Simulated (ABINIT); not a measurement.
# Mg (Im-3m) in ABINIT: single point with PBEsol

Aim: the single point of Mg with PBEsol.

All numbers are computed with ABINIT 10.8.3 (patched build); they aren't measurements. Logs are shortened: lines on timing, memory, paths and dates and some standing lists are left out, and cuts for length are marked. The log counts tension as positive stress, the text compression.

**1. The crystal as given**

Symmetry: Im-3m, No. 229, cubic system. Conventional cell: a = 3.546 Å, b = 3.546 Å, c = 3.546 Å, α = 90.00°, β = 90.00°, γ = 90.00°. Mg (site symmetry m-3m) has 8 Mg at 3.07 Å as nearest neighbours.

This isn't the form of Mg at room conditions, which is hcp.

**2. Single point, PBEsol**

File run.abi:

```
# Pseudopotentials
pp_dirpath "./"
pseudos "Mg.GGA_PBE-ansatz.xml"

# Structure
acell 3*1.0
rprim
    -3.3500393822     3.3500393822     3.3500393822
     3.3500393822    -3.3500393822     3.3500393822
     3.3500393822     3.3500393822    -3.3500393822
ntypat 1
znucl 12
natom 1
typat 1
xred
     0.0000000000     0.0000000000     0.0000000000

# Plane-wave basis
ecut 15.4
pawecutdg 30.8
pawxcdev 0

# k points
kptopt 1
ngkpt 8 8 8
nshiftk 1
shiftk 0.0 0.0 0.0

# Exchange and correlation
ixc -116133

# Bands and occupations
nband 9
occopt 3
tsmear 0.00183747

# SCF cycle
nstep 100
tolvrs 1.0e-9

# Output
iomode 3
prtwf 0
prteig 0
prtebands 0
enunit 1
prtden 1
prtvha 1
prtvclmb 1
prtpot 1
```

Potentials or basis: Ansatz PAW PBE default generated set, frozen core.

Run with:

```
$ mpirun --bind-to none -np 4 abinit run.abi > log 2>&1
```

run.abo:

```text
[... set-up lines left out ...]
 ETOT  1  -62.301526308221    -6.230E+01 2.950E+01 1.240E+00
 ETOT  2  -63.446941393979    -1.145E+00 2.593E-01 1.271E+00
 ETOT  3  -63.438961363062     7.980E-03 2.966E-02 2.786E-01
 ETOT  4  -63.436771077055     2.190E-03 3.037E-02 7.106E-03
 ETOT  5  -63.436872650027    -1.016E-04 1.770E-03 2.599E-03
 ETOT  6  -63.436867964286     4.686E-06 1.155E-03 1.610E-05
 ETOT  7  -63.436869638978    -1.675E-06 9.840E-04 4.927E-05
 ETOT  8  -63.436869346294     2.927E-07 1.701E-03 1.267E-07
 ETOT  9  -63.436869357504    -1.121E-08 3.776E-04 2.856E-08
 ETOT 10  -63.436869358520    -1.016E-09 5.807E-04 7.923E-08
 ETOT 11  -63.436869357515     1.005E-09 1.058E-04 3.125E-09
 ETOT 12  -63.436869357604    -8.898E-11 1.481E-04 1.022E-08
 ETOT 13  -63.436869357627    -2.311E-11 2.584E-05 1.111E-08
 ETOT 14  -63.436869357491     1.362E-10 3.423E-05 8.395E-11

 At SCF step   14       nres2   =  8.40E-11 < tolvrs=  1.00E-09 =>converged.

 Cartesian components of stress tensor (hartree/bohr^3)
  sigma(1 1)= -5.50987988E-06  sigma(3 2)=  0.00000000E+00
  sigma(2 2)= -5.50987988E-06  sigma(3 1)=  0.00000000E+00
  sigma(3 3)= -5.50987988E-06  sigma(2 1)=  0.00000000E+00

--- !ResultsGS
iteration_state: {dtset: 1, }
comment   : Summary of ground state results
lattice_vectors:
- [ -3.3500394,   3.3500394,   3.3500394, ]
- [  3.3500394,  -3.3500394,   3.3500394, ]
- [  3.3500394,   3.3500394,  -3.3500394, ]
lattice_lengths: [   5.80244,    5.80244,    5.80244, ]
lattice_angles: [109.471, 109.471, 109.471, ] # degrees, (23, 13, 12)
lattice_volume:   1.5038680E+02
convergence: {deltae:  1.362E-10, res2:  8.395E-11, residm:  3.423E-05, diffor: null, }
etotal    :  -6.34368694E+01
entropy   :   0.00000000E+00
fermie    :   1.54925132E-01
cartesian_stress_tensor: # hartree/bohr^3
- [ -5.50987988E-06,   0.00000000E+00,   0.00000000E+00, ]
- [  0.00000000E+00,  -5.50987988E-06,   0.00000000E+00, ]
- [  0.00000000E+00,   0.00000000E+00,  -5.50987988E-06, ]
pressure_GPa:   1.6211E-01
xred      :
- [  0.0000E+00,   0.0000E+00,   0.0000E+00, Mg]
cartesian_forces: # hartree/bohr
- [ -0.00000000E+00,  -0.00000000E+00,  -0.00000000E+00, ]
force_length_stats: {min:   0.00000000E+00, max:   0.00000000E+00, mean:   0.00000000E+00, }
...

 Integrated electronic density in atomic spheres:
 ------------------------------------------------
 Atom  Sphere_radius  Integrated_density
    1        2.63806          8.95976192

================================================================================

 ----iterations are completed or convergence reached----

 Mean square residual over all n,k,spin=   16.385E-08; max=  34.232E-06
 reduced coordinates (array xred) for    1 atoms
       0.000000000000      0.000000000000      0.000000000000
 rms dE/dt=  0.0000E+00; max dE/dt=  0.0000E+00; dE/dt below (all hartree)
    1       0.000000000000      0.000000000000      0.000000000000

 cartesian coordinates (angstrom) at end:
    1      0.00000000000000     0.00000000000000     0.00000000000000

 cartesian forces (hartree/bohr) at end:
    1     -0.00000000000000    -0.00000000000000    -0.00000000000000
 frms,max,avg= 0.0000000E+00 0.0000000E+00   0.000E+00  0.000E+00  0.000E+00 h/b

 cartesian forces (eV/Angstrom) at end:
    1     -0.00000000000000    -0.00000000000000    -0.00000000000000
 frms,max,avg= 0.0000000E+00 0.0000000E+00   0.000E+00  0.000E+00  0.000E+00 e/A
 length scales=  1.000000000000  1.000000000000  1.000000000000 bohr
              =  0.529177210544  0.529177210544  0.529177210544 angstroms
 Fermi (or HOMO) energy (eV) =   4.21573   Average Vxc (eV)=  -8.39008
 Eigenvalues (   eV  ) for nkpt=  29  k points:
 kpt#   1, nband=  9, wtk=  0.00195, kpt=  0.0000  0.0000  0.0000 (reduced coord)
 -71.32673  -38.25095  -38.25095  -38.25095   -2.74174   17.51981   17.51981   17.51981
  19.57639
 prteigrs : prtvol=0 or 1, do not print more k-points.

--- !EnergyTerms
iteration_state     : {dtset: 1, }
comment             : Components of total free energy in Hartree
kinetic             :  2.75729487260375E+00
hartree             :  2.10642858924021E+01
xc                  : -1.03682493126821E+00
Ewald energy        : -2.71581393105778E+01
psp_core            :  5.65940405020049E-01
local_psp           : -5.96375242944873E+01
PAW spherical_terms :  8.24929046457956E-03
internal            : -6.34367180758427E+01
'-kT*entropy'       : -1.47936883588617E-04
total_energy        : -6.34368660127263E+01
total_energy_eV     : -1.72620506330684E+03
...

--- !EnergyTermsDC
iteration_state     : {dtset: 1, }
comment             : '"Double-counting" decomposition of free energy'
band_energy         : -1.35667414395443E+01
Ewald energy        : -2.71581393105778E+01
psp_core            :  5.65940405020049E-01
xc_dc               : -2.07568304288318E+01
PAW spherical_terms : -2.52095064667329E+00
internal            : -6.34367214206071E+01
'-kT*entropy'       : -1.47936883588617E-04
total_energy_dc     : -6.34368693574907E+01
total_energy_dc_eV  : -1.72620515432252E+03
...

--- !EnergyTermsWithPAWCore
iteration_state     : {dtset: 1, }
comment             : 'Components of total free energy, including PAW core contributions'
Total energy        : -1.99643624008606E+02
Total energy DC     : -1.99643627353370E+02
Total energy (eV)   : -5.43257976444557E+03
Total energy DC (eV): -5.43257985546125E+03
...

 Cartesian components of stress tensor (hartree/bohr^3)
  sigma(1 1)= -5.50987988E-06  sigma(3 2)=  0.00000000E+00
  sigma(2 2)= -5.50987988E-06  sigma(3 1)=  0.00000000E+00
  sigma(3 3)= -5.50987988E-06  sigma(2 1)=  0.00000000E+00

-Cartesian components of stress tensor (GPa)         [Pressure=  1.6211E-01 GPa]
- sigma(1 1)= -1.62106263E-01  sigma(3 2)=  0.00000000E+00
- sigma(2 2)= -1.62106263E-01  sigma(3 1)=  0.00000000E+00
- sigma(3 3)= -1.62106263E-01  sigma(2 1)=  0.00000000E+00

== END DATASET(S) ==============================================================
================================================================================

 -outvars: echo values of variables after computation  --------
            acell      1.0000000000E+00  1.0000000000E+00  1.0000000000E+00 Bohr
           etotal     -6.3436869357E+01
            fcart     -0.0000000000E+00 -0.0000000000E+00 -0.0000000000E+00
            rprim     -3.3500393822E+00  3.3500393822E+00  3.3500393822E+00
                       3.3500393822E+00 -3.3500393822E+00  3.3500393822E+00
                       3.3500393822E+00  3.3500393822E+00 -3.3500393822E+00
           strten     -5.5098798761E-06 -5.5098798761E-06 -5.5098798761E-06
                       0.0000000000E+00  0.0000000000E+00  0.0000000000E+00
 Calculation completed.
```

Wall time 46 s (4 MPI ranks of Intel Xeon at 2.50GHz (Skylake/Cascade Lake), shared host); peak memory 0.68 GiB.

What came out:

* Free energy: -1726.2052 eV
* Pressure: 0.2 GPa
* Band gap on the k mesh: none (metal or under the smearing width)
* Valence electrons inside the program's atomic spheres: Mg 8.96 (radii [1.396] Å)

Caveat: the PAW data sets were made with another functional, which shifts forces and pressure a little.
